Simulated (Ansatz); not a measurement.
Crystal: Fe3Ge.

```
Ge Fe
1.0
     0.00000    2.87559    2.87559
     2.87559    0.00000    2.87559
     2.87559    2.87559    0.00000
Ge Fe
1 3
Cartesian
  0.0000 0.0000 0.0000
  4.3134 4.3134 4.3134
  1.4378 1.4378 1.4378
  2.8756 2.8756 2.8756
```

The cell comes from a database or a generator and needn't be the stable form of this composition.

```yaml
Program: Ansatz 0.2.0
Task: relaxation of cell and atoms
Functional: PBEsol
Dispersion: D3(BJ)
Potentials_or_basis: Ansatz PAW
Cutoff: "420 eV (not typed: the program's choice for these potentials)"
k_mesh: 8 × 8 × 8
Occupations: fermi-dirac, width 0.05 eV
Spin: collinear spin, ferromagnetic start
Starting_moments: "[0.0, 3.0, 3.0, 3.0] μB"
```

At the start: volume 11.89 Å³/atom.

Q: Where does the relaxation end?

A: It ends after 6 steps and the volume is 10.89 Å³/atom (-8.4 %); space group Fm-3m (No. 225, to 0.05 Å); moment 4.97 μB per cell.

The path:
```tsv
step	energy change (eV)	largest force (eV/Å)	volume (Å³)
1	0.0000	0.0000	47.56
2	-0.2048	0.0000	44.85
3	-0.2294	0.0000	43.06
4	-0.2335	0.0000	43.53
5	-0.2335	0.0000	43.55
6	-0.2315	0.0000	43.55
```

Final structure:
```cif
data_structure
_symmetry_space_group_name_H-M 'P 1'
_symmetry_Int_Tables_number 1
_cell_length_a 3.9492
_cell_length_b 3.9492
_cell_length_c 3.9492
_cell_angle_alpha 60.000
_cell_angle_beta 60.000
_cell_angle_gamma 60.000
_cell_volume 43.55
loop_
_atom_site_label
_atom_site_type_symbol
_atom_site_fract_x
_atom_site_fract_y
_atom_site_fract_z
_atom_site_occupancy
Ge1 Ge 0.00000 0.00000 0.00000 1
Fe1 Fe 0.75000 0.75000 0.75000 1
Fe2 Fe 0.25000 0.25000 0.25000 1
Fe3 Fe 0.50000 0.50000 0.50000 1
```

Caveat: the plane-wave basis is chosen anew once the cell has moved, so the energies of steps on either side of that aren't comparable; pairwise dispersion overbinds metals, which lowers pressure and volume; the PAW data sets come from PBE, with cores solved anew for the run's functional, which leaves a small shift of forces and pressure.
